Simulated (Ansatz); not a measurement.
# HfC (WC type): how the settings move a single-point run

Aim: see which settings change the result for HfC (WC type), by how much, and at what cost.

Computed with Ansatz 0.2.0 (reference: DFT, PBE, PAW with Ansatz's default frozen-core files, scalar-relativistic, unless a step's input says otherwise).

## Step 1: The structure to begin with

It takes space group P-6m2 (No. 187, hexagonal). The conventional cell has a = 3.161 Å, b = 3.161 Å, c = 2.870 Å, α = 90.00°, β = 90.00°, γ = 120.00°. Around Hf (site symmetry -6m2) lie 6 C at 2.32 Å. Around C (site symmetry -6m2) lie 6 Hf at 2.32 Å.

Structure file:

```xyz
2
Lattice="3.1609 0.0000 0.0000 -1.5805 2.7374 0.0000 0.0000 0.0000 2.8703" Properties=species:S:1:pos:R:3 pbc="T T T"
Hf    0.0000    0.0000    0.0000
C     0.0000    1.8250    1.4351
```

## Step 2: Reference

input.yaml reads:

```yaml
crystal:
  lattice:
    - [3.1609184419, 0.0, 0.0]
    - [-1.580459221, 2.7374356699, 0.0]
    - [0.0, 0.0, 2.8702875054]
  atoms:
    - { symbol: Hf, position: [0.0, 0.0, 0.0] }
    - { symbol: C, position: [0.3333333333, 0.6666666667, 0.5] }
kpoints:
  mp_grid: { grid: [14, 14, 13] }
scf:
  occupations: { method: fermi_dirac, width: 0.08 }
hamiltonian:
  xc: pbe
  pseudopotentials: { kind: paw }
output:
  forces: true
  stress: true
  eigenvalues: true
  populations: true
  write_density: true
  write_potential: true
  elf: true
  volumetric_format: npy
```

Launch:

```
> ansatz run input.yaml --threads 1 --pin off --max-ram 2048MiB --backend cpu --events-out ev --progress --plain --runs-dir out
```

## Step 3: Changed: symmetry.detect false, eigensolver.kind davidson, basis.precision f64

Edit input.yaml of step 2 so:

```diff
@@ -8,2 +8,3 @@
     - { symbol: C, position: [0.3333333333, 0.6666666667, 0.5] }
+  symmetry: { detect: false }
 kpoints:
@@ -12,2 +13,3 @@
   occupations: { method: fermi_dirac, width: 0.08 }
+  eigensolver: { kind: davidson }
 hamiltonian:
@@ -20,5 +22,3 @@
   populations: true
-  write_density: true
-  write_potential: true
-  elf: true
-  volumetric_format: npy
+basis:
+  precision: f64
```

What does the calculation give? Wanted: for each run, ending; energy change; pressure; gap; force.

**Answer**, as computed:

| run | ending | energy change | pressure (GPa) | gap (eV) | force (eV/Å) | cycles | time |
| --- | --- | --- | --- | --- | --- | --- | --- |
| reference | converged | 0 | 13.8 | 0.00 | 0.00 | 6 | 9.9 s |
| 1: symmetry.detect false, eigensolver.kind davidson, basis.precision f64 | converged | 0.0 meV/atom | 13.8 | 0.00 | 0.00 | 7 | 82 s |

Times don't compare one to one where runs were asked for different outputs or read a saved state (see the inputs); cycles may leave out searches for a lower state.

Residual by cycle in the longest SCF loop of each run; runs are numbered as in the table. The quantity is the density residual dr2, in eV.

| cycle | reference | run 1 |
| --- | --- | --- |
| 1 | 0.00996 | 0.0101 |
| 2 | 0.00433 | 0.00449 |
| 3 | 2.5e-4 | 1.0e-4 |
| 4 | 1.6e-5 | 2.8e-5 |
| 5 | 8.8e-7 | 4.2e-6 |
| 6 | 1.1e-8 | 1.1e-7 |
| 7 | - | 1.6e-9 |

**Reading.** The changed use of symmetry, solver and arithmetic precision doesn't alter the result here (within 0.5 meV/atom). The structure is not at rest: the sound run finds 14 GPa, so these are no properties of the relaxed crystal. 
